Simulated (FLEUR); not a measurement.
Al: equation of state with LDA (Moruzzi-Janak-Williams)

**Experimental background.**

“The interpretation of polycrystalline coherent inelastic neutron scattering from aluminium”, 2013, pmc:3831299 quotes, for a bulk crystal of Al: bulk modulus 76.9 GPa.

Al:

```
CELL_PARAMETERS angstrom
0.00000 2.02481 2.02481
2.02481 0.00000 2.02481
2.02481 2.02481 0.00000
ATOMIC_POSITIONS crystal
Al 0.00000 0.00000 0.00000
```

```json
{"Program": "FLEUR MaX-R8.1 (later development tree)", "Task": "equation of state", "Functional": "LDA (Moruzzi-Janak-Williams)", "Potentials or basis": "all-electron", "Basis": "FLAPW", "Kmax": "3.8 1/bohr", "k mesh": "11 × 11 × 11", "Occupations": "fermi-dirac, width 0.05 eV", "Spin": "no spin polarisation", "Gmax": "11.8 1/bohr", "Muffin-tin radii": "Al 2.45 bohr", "lmax": "Al 10", "Local orbitals a species": "Al 4"}
```

* Equilibrium volume: 15.86 Å³/atom
* Bulk modulus: 85 GPa
* Pressure derivative of the bulk modulus: 4.6 (rough: it moves with the points fitted)

Energy against volume, from the lowest point:
```
volume (Å³/atom)  energy (meV/atom)
          15.607               1.04
          15.939               0.00
          16.603               8.27
          17.267              27.95
          17.599              41.30
```

Measured bulk modulus of Al: 76.9 GPa (quoted in “The interpretation of polycrystalline coherent inelastic neutron scattering from aluminium”, 2013, pmc:3831299). This calculation gives 85 GPa (+10.2 %). The fit is for a static lattice scaled at fixed shape and fixed fractional positions. The cell as given is a measured one (16.60 Å³/atom); LDA (Moruzzi-Janak-Williams) puts the equilibrium volume -4.4 % from it, thermal expansion not counted.
